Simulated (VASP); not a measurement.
# MoP (P-6m2) in VASP: a series of runs, part 2 of 2

VASP 6.6.1.

## 3. Phonons, PBEsol

This run uses another cell than the first one, of 14.15 Å³/atom, 0.973 times its volume.

Contents of POSCAR:

```
MoP
1.0
    3.2085536240      0.0000000000      0.0000000000
   -1.6042768121      2.7786889478     -0.0000000000
   -0.0000000000      0.0000000000      3.1732854661
  Mo              P
     1     1
Direct
     0.0000000000000000    0.0000000000000000    0.0000000000000000
     0.3333333332999970    0.6666666667000030    0.5000000000000000
```

Contents of INCAR.step1:

```
PREC     = Accurate       # precision mode
ENCUT    = 600            # plane-wave cutoff, eV
EDIFF    = 1E-8           # SCF threshold, eV
ISMEAR   = 1              # smearing method
SIGMA    = 0.2            # smearing width, eV
LREAL    = False          # projectors in reciprocal space
LASPH    = True           # aspherical terms in the spheres
NELM     = 80             # most SCF steps
ALGO     = Normal         # electronic algorithm
ISIF     = 3              # what is computed and relaxed
LWAVE    = False          # write WAVECAR
LCHARG   = False          # write CHGCAR
GGA      = PS             # functional
KPAR     = 2            
IBRION   = 2              # ionic algorithm
NSW      = 40             # ionic steps
EDIFFG   = -0.002         # ionic threshold
```

Contents of INCAR.step2:

```
PREC     = Accurate       # precision mode
ENCUT    = 600            # plane-wave cutoff, eV
EDIFF    = 1E-8           # SCF threshold, eV
ISMEAR   = 1              # smearing method
SIGMA    = 0.2            # smearing width, eV
LREAL    = False          # projectors in reciprocal space
LASPH    = True           # aspherical terms in the spheres
NELM     = 80             # most SCF steps
ALGO     = Normal         # electronic algorithm
ISIF     = 2              # what is computed and relaxed
LWAVE    = False          # write WAVECAR
LCHARG   = False          # write CHGCAR
GGA      = PS             # functional
KPAR     = 2            
IBRION   = 6              # ionic algorithm
NFREE    = 2            
POTIM    = 0.015          # step
NSW      = 1              # ionic steps
```

Contents of KPOINTS:

```
Automatic mesh
0
Gamma
  24 24 21
```

Potentials or basis: VASP PAW PBE potentials, release 64 (Mo_sv, P).

The run is started by

```console
cat potpaw_PBE.64/Mo_sv/POTCAR potpaw_PBE.64/P/POTCAR > POTCAR
cp INCAR.step1 INCAR
mpirun -np 2 vasp_std > vasp.out
cp CONTCAR POSCAR
cp INCAR.step2 INCAR
mpirun -np 2 vasp_std > vasp.out
```

OUTCAR:

```text
PREC = Accurate
   ENCUT = 600
   EDIFF = 1E-8
   ISMEAR = 1
   LREAL = False
   LASPH = True
   NELM = 80
   ISIF = 2
   GGA = PS
   IBRION = 6
   NFREE = 2
   POTIM = 0.015
   NSW = 1

 ion  position               nearest neighbor table
   1  0.000  0.000  0.000-   2 2.44   2 2.44   2 2.44   2 2.44   2 2.44   2 2.44
   2  0.333  0.667  0.500-   1 2.44   1 2.44   1 2.44   1 2.44   1 2.44   1 2.44

  LATTYP: Found a hexagonal cell.
 ALAT       =     3.2072361265
 C/A-ratio  =     0.9900362094

  Lattice vectors:

 A1 = (   3.2072361265,   0.0000000000,   0.0000000000)
 A2 = (  -1.6036180634,   2.7775479615,   0.0000000000)
 A3 = (   0.0000000000,   0.0000000000,   3.1752798974)

Analysis of symmetry for initial positions (statically):
=====================================================================
 Subroutine PRICEL returns:
 Original cell was already a primitive cell.

 Routine SETGRP: Setting up the symmetry group for a
 hexagonal supercell.

 Subroutine GETGRP returns: Found 12 space group operations
 (whereof 12 operations were pure point group operations)
 out of a pool of 24 trial point group operations.

The static configuration has the point symmetry D_3h.

Analysis of symmetry for dynamics (positions and initial velocities):
=====================================================================
 Subroutine PRICEL returns:
 Original cell was already a primitive cell.

 Routine SETGRP: Setting up the symmetry group for a
 hexagonal supercell.

 Subroutine GETGRP returns: Found 12 space group operations
 (whereof 12 operations were pure point group operations)
 out of a pool of 24 trial point group operations.

[... 454 lines left out ...]
 fundamental gap:      0.0024795570
 Fermi energy:        12.0391185611

 k-point     1 :       0.0000    0.0000    0.0000
  band No.  band energies     occupation
      1     -49.0370      2.00000
      2     -23.2246      2.00000
      3     -23.0086      2.00000
      4     -23.0086      2.00000
      5      -1.9753      2.00000
      6       7.7353      2.00000
      7       8.6880      2.00000
      8       8.6880      2.00000
      9      11.3720      2.00003
     10      12.3403     -0.05479
     11      12.3403     -0.05479
     12      16.2694      0.00000
     13      16.2694      0.00000
[... 354 lines left out ...]
  band No.  band energies     occupation
      1     -49.0014      2.00000
      2     -23.3714      2.00000
      3     -23.1748      2.00000
      4     -23.0970      2.00000
      5       0.7296      2.00000
      6       4.7307      2.00000
      7       8.0684      2.00000
      8       8.1683      2.00000
      9      10.7838      2.00000
     10      11.5763      2.00511
     11      13.7423     -0.00000
     12      14.4225     -0.00000
     13      16.8489      0.00000

 [... further k-points ...]
[... 5 lines left out ...]
  --------------------------------------------------------------------------------------
  -------------------------------------------------------------------------------------
  Total        0.0070166      0.0070166      0.0051473     -0.0000000      0.0000000     -0.0000000
  in kB        0.3974337      0.3974337      0.2915504     -0.0000000      0.0000000     -0.0000000
  external PRESSURE =       0.3621392 kB  Pullay stress =       0.0000000 kB
[... 17 lines left out ...]
  FREE ENERGIE OF THE ION-ELECTRON SYSTEM (eV)
  ---------------------------------------------------
  free  energy   TOTEN  =       -19.0510110142 eV

  energy  without entropy=      -19.0513786052  energy(sigma->0) =      -19.05113354

 INTERNAL STRAIN TENSORS FROM DISPLACED ATOMS
 ============================================

 INTERNAL STRAIN TENSOR FOR ION    1 for displacements in x,y,z  (eV/Angst):
          X           Y           Z          XY          YZ          ZX
  --------------------------------------------------------------------------------
  x     0.00000    -0.00000     0.00000    -7.79754     0.00000     0.00000
  y    -7.79754     7.79754    -0.00000    -0.00000     0.00000     0.00000
  z     0.00000     0.00000     0.00000     0.00000     0.00000     0.00000

 INTERNAL STRAIN TENSOR FOR ION    2 for displacements in x,y,z  (eV/Angst):
          X           Y           Z          XY          YZ          ZX
  --------------------------------------------------------------------------------
  x    -0.00000     0.00000    -0.00000     7.79633     0.00000     0.00000
  y     7.79633    -7.79633    -0.00000     0.00000     0.00000     0.00000
  z     0.00000     0.00000     0.00000     0.00000     0.00000     0.00000

 Eigenvectors and eigenvalues of the dynamical matrix
 ----------------------------------------------------

   1 f  =   12.320708 THz    77.413294 2PiTHz  410.974593 cm-1    50.954332 meV
             X         Y         Z           dx          dy          dz
      0.000000  0.000000  0.000000     0.328951   -0.368491    0.000000
     -0.000000  1.851699  1.587640    -0.579034    0.648634    0.000000
[... 21 lines left out ...]
   6 f/i=    0.000874 THz     0.005493 2PiTHz    0.029163 cm-1     0.003616 meV
             X         Y         Z           dx          dy          dz
      0.000000  0.000000  0.000000    -0.847315    0.195099   -0.000000
     -0.000000  1.851699  1.587640    -0.481362    0.110837    0.000000

 ELASTIC MODULI CONTR FROM IONIC RELAXATION (kBar)
 Direction    XX          YY          ZZ          XY          YZ          ZX
 --------------------------------------------------------------------------------
 XX        -236.7899    236.7899     -0.0000      0.0000     -0.0000     -0.0000
 YY         236.7899   -236.7899      0.0000      0.0000      0.0000      0.0000
 ZZ          -0.0000      0.0000     -0.0000      0.0000      0.0000     -0.0000
 XY           0.0000      0.0000      0.0000   -236.7899      0.0000      0.0000
 YZ          -0.0000      0.0000      0.0000      0.0000     -0.0000      0.0000
 ZX          -0.0000      0.0000     -0.0000      0.0000      0.0000     -0.0000
 --------------------------------------------------------------------------------
```

Run time: 32 min. Hardware: 2 MPI ranks of Intel Xeon Platinum 8488C (Sapphire Rapids), shared host; peak memory 2.2 GiB.

Results:

| Property | Result |
| --- | --- |
| Highest phonon frequency at Γ, LO-TO splitting left out | 411 cm⁻¹ |

Phonon frequencies in cm⁻¹ (negative: imaginary):
| q point | frequencies |
| --- | --- |
| (0.000, 0.000, 0.000) | 0 0 0 411 411 411 |

Caveat: the PAW data sets were made with another functional, which shifts forces and pressure a little.

## 4. Phonons, LDA

This run uses another cell than the first one, of 13.95 Å³/atom, 0.960 times its volume.

Contents of POSCAR:

```
MoP
1.0
    3.1943463136      0.0000000000      0.0000000000
   -1.5971731568      2.7663850560      0.0000000000
   -0.0000000000      0.0000000000      3.1578415104
  Mo              P
     1     1
Direct
     0.0000000000000000    0.0000000000000000    0.0000000000000000
     0.3333333332999970    0.6666666667000030    0.5000000000000000
```

Contents of INCAR.step1:

```
SYSTEM = MoP
PREC = Accurate ; ENCUT = 600
EDIFF = 1E-8 ; ISMEAR = 1
SIGMA = 0.2 ; LREAL = .FALSE.
LASPH = .TRUE. ; NELM = 80
ALGO = Normal ; ISIF = 3
LWAVE = .FALSE. ; LCHARG = .FALSE.
GGA = CA ; KPAR = 2
IBRION = 2 ; NSW = 40
EDIFFG = -0.002
```

Contents of INCAR.step2:

```
SYSTEM = MoP
PREC = Accurate ; ENCUT = 600
EDIFF = 1E-8 ; ISMEAR = 1
SIGMA = 0.2 ; LREAL = .FALSE.
LASPH = .TRUE. ; NELM = 80
ALGO = Normal ; ISIF = 2
LWAVE = .FALSE. ; LCHARG = .FALSE.
GGA = CA ; KPAR = 2
IBRION = 6 ; NFREE = 2
POTIM = 0.015 ; NSW = 1
```

Contents of KPOINTS:

```
regular mesh
0
G
  24 24 21
  0 0 0
```

Potentials or basis: VASP PAW LDA potentials, release 64 (Mo_sv, P).

The run is started by

```console
cat potpaw_LDA.64/Mo_sv/POTCAR potpaw_LDA.64/P/POTCAR > POTCAR
cp INCAR.step1 INCAR
mpirun -np 2 vasp_std > vasp.out
cp CONTCAR POSCAR
cp INCAR.step2 INCAR
mpirun -np 2 vasp_std > vasp.out
```

OUTCAR:

```text
SYSTEM = MoP
   PREC = Accurate
   ENCUT = 600
   EDIFF = 1E-8
   ISMEAR = 1
   LREAL = .FALSE.
   LASPH = .TRUE.
   NELM = 80
   ISIF = 2
   GGA = CA
   IBRION = 6
   NFREE = 2
   POTIM = 0.015
   NSW = 1

 ion  position               nearest neighbor table
   1  0.000  0.000  0.000-   2 2.43   2 2.43   2 2.43   2 2.43   2 2.43   2 2.43
   2  0.333  0.667  0.500-   1 2.43   1 2.43   1 2.43   1 2.43   1 2.43   1 2.43
[... 918 lines left out ...]
  x     0.00000     0.00000     0.00000    -7.92675     0.00000     0.00000
  y    -7.92675     7.92675     0.00000     0.00000     0.00000     0.00000
  z     0.00000     0.00000     0.00000     0.00000     0.00000     0.00000

 INTERNAL STRAIN TENSOR FOR ION    2 for displacements in x,y,z  (eV/Angst):
          X           Y           Z          XY          YZ          ZX
  --------------------------------------------------------------------------------
  x     0.00000     0.00000     0.00000     7.92637     0.00000     0.00000
  y     7.92637    -7.92637     0.00000     0.00000     0.00000     0.00000
  z     0.00000     0.00000     0.00000     0.00000     0.00000     0.00000

 Eigenvectors and eigenvalues of the dynamical matrix
 ----------------------------------------------------

   1 f  =   12.448845 THz    78.218402 2PiTHz  415.248782 cm-1    51.484264 meV
             X         Y         Z           dx          dy          dz
      0.000000  0.000000  0.000000     0.493983    0.000000    0.000000
     -0.000000  1.843591  1.579803    -0.869472    0.000000    0.000000
[... 21 lines left out ...]
   6 f/i=    0.000593 THz     0.003724 2PiTHz    0.019770 cm-1     0.002451 meV
             X         Y         Z           dx          dy          dz
      0.000000  0.000000  0.000000     0.000000   -0.000000    0.869427
     -0.000000  1.843591  1.579803     0.000000    0.000000    0.494061

 ELASTIC MODULI CONTR FROM IONIC RELAXATION (kBar)
 Direction    XX          YY          ZZ          XY          YZ          ZX
 --------------------------------------------------------------------------------
 XX        -243.0211    243.0211      0.0000     -0.0000      0.0000      0.0000
 YY         243.0211   -243.0211      0.0000      0.0000      0.0000      0.0000
 ZZ           0.0000      0.0000      0.0000      0.0000      0.0000      0.0000
 XY          -0.0000      0.0000      0.0000   -243.0211      0.0000      0.0000
 YZ           0.0000      0.0000      0.0000      0.0000      0.0000      0.0000
 ZX           0.0000      0.0000      0.0000      0.0000      0.0000      0.0000
 --------------------------------------------------------------------------------
```

OUTCAR.step1:

```text
SYSTEM = MoP
   PREC = Accurate
   ENCUT = 600
   EDIFF = 1E-8
   ISMEAR = 1
   LREAL = .FALSE.
   LASPH = .TRUE.
   NELM = 80
[... 786 lines left out ...]
  -------------------------------------------------------------------------------------
  Total       -0.0004971     -0.0004971      0.0006486      0.0000000      0.0000000      0.0000000
  in kB       -0.0285443     -0.0285443      0.0372469      0.0000000      0.0000000      0.0000000
  external PRESSURE =      -0.0066139 kB  Pullay stress =       0.0000000 kB
[... 17 lines left out ...]
  FREE ENERGIE OF THE ION-ELECTRON SYSTEM (eV)
  ---------------------------------------------------
  free  energy   TOTEN  =       -19.7217320755 eV

  energy  without entropy=      -19.7220908423  energy(sigma->0) =      -19.72185166

 reached required accuracy - stopping structural energy minimisation
```

It took 37 min on 2 MPI ranks of Intel Xeon Platinum 8259CL at 2.50GHz (Skylake/Cascade Lake), shared host; peak memory 2.2 GiB.

What came out:

| Item | Value |
| --- | --- |
| Highest phonon frequency at Γ, LO-TO splitting left out | 415 cm⁻¹ |

Phonon frequencies in cm⁻¹ (negative: imaginary):
| q point | frequencies |
| --- | --- |
| (0.000, 0.000, 0.000) | 0 0 0 415 415 415 |
